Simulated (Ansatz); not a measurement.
**InSe: frozen-core PAW against all-electron methods**

```
In Se
1.0
     2.00000    1.15470    8.31667
    -2.00000    1.15470    8.31667
     0.00000   -2.30940    8.31667
In Se
2 2
Direct
  0.00000 0.00000 0.00000
  0.11220 0.11220 0.11220
  0.61550 0.61550 0.61550
  0.83000 0.83000 0.83000
```

Atoms are numbered in the order listed.

The cell is COD entry 1534648, which may be a prediction rather than a measurement; nothing was relaxed.

Spin–orbit coupling is left out, though it moves levels of the heavy atoms by tenths of an eV or more.

Methods: DFT, PBEsol, PAW with Ansatz's default frozen-core files, scalar-relativistic (Ansatz 0.2.0); DFT, PBEsol, all-electron PAW with datasets made for the crystal, scalar-relativistic (Ansatz 0.2.0); DFT, PBEsol, all-electron LAPW, scalar-relativistic (Ansatz 0.2.0).

For PAW: a Γ-centred 7×7×7 k mesh, Fermi–Dirac smearing of 0.01 eV, cutoff 420 eV, no spin polarisation; the PAW files were made with PBE, and the program remakes their frozen cores for this functional. The crystal-made all-electron datasets (AE datasets) take a cutoff of 240 eV at this cell. LAPW targets a basis error of 1 meV/atom. The Ansatz runs share mesh, smearing and spin set-up. Plane-wave (PAW) pressures include the program's estimate of the Pulay term.

Stress and pressure are positive in compression.

Levels count from the top of the valence band.

```
                       quantity     PAW  AE datasets    LAPW
                 pressure (GPa)    0.25         0.26    0.26
                stress xx (GPa)    0.44         0.45    0.45
                stress zz (GPa)   -0.13        -0.13   -0.12
         force on In1, z (eV/Å)   0.153        0.153   0.153
         force on In2, z (eV/Å)  -0.152       -0.153  -0.153
                  band gap (eV)   0.296        0.300   0.300
highest filled level at H0 (eV)  -1.805       -1.804  -1.804
  lowest empty level at H0 (eV)   1.582        1.583   1.583
highest filled level at S2 (eV)  -1.772       -1.771  -1.771
  lowest empty level at S2 (eV)   1.645        1.647   1.647
 highest filled level at Γ (eV)  -1.230       -1.227  -1.227
   lowest empty level at Γ (eV)   1.698        1.702   1.702
```

PAW's pressure differs from the LAPW value by about 0.01 GPa or less.
